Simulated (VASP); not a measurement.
Write the native input for VASP 6.6.1 that does the following.

* Task: dielectric tensor
* Functional: PBE
* Potentials or basis: VASP PAW PBE potentials, release 64 (S, Mg)
* Cutoff: 520 eV
* k mesh: 8 × 8 × 8
* Occupations: gaussian, width 0.02 eV
* Spin: no spin polarisation
* Further INCAR settings: ALGO = Normal; EDIFF = 1e-08

The structure of MgS lies in POSCAR:

```
MgS
1.0
    0.0000000000      2.8331200468      2.8331200468
    2.8331200468      0.0000000000      2.8331200468
    2.8331200468      2.8331200468      0.0000000000
S Mg
1 1
Direct
    0.2500000000      0.2500000000      0.2500000000
    0.0000000000      0.0000000000      0.0000000000
```

The cell comes from a database or a generator and needn't be the stable form of this composition.

One way to write it, as run:

INCAR

```
SYSTEM = MgS
PREC = Accurate ; ENCUT = 520
EDIFF = 1E-8 ; ISMEAR = 0
SIGMA = 0.02 ; LREAL = .FALSE.
LASPH = .TRUE. ; NELM = 80
ALGO = Normal ; ISIF = 2
LWAVE = .FALSE. ; LCHARG = .FALSE.
GGA = PE ; LEPSILON = .TRUE.
```

KPOINTS

```
Automatic mesh
0
G
  8 8 8
  0 0 0
```

Potentials or basis: VASP PAW PBE potentials, release 64 (S, Mg).

Command:

```sh
$ cat potpaw_PBE.64/S/POTCAR potpaw_PBE.64/Mg/POTCAR > POTCAR
$ mpirun -np 1 vasp_std > vasp.out
```

Results of the run:

```yaml
Band_gap_on_the_k_mesh: 3.45 eV, direct
Electronic_dielectric_tensor_diagonal: 4.03
Born_charges_mean_of_the_diagonal: S -1.90; Mg +1.90 e
```

It took 97 s on 1 thread of Intel(R) Xeon(R) 6975P-C (Granite Rapids), on a shared host, peak memory 0.25 GiB.
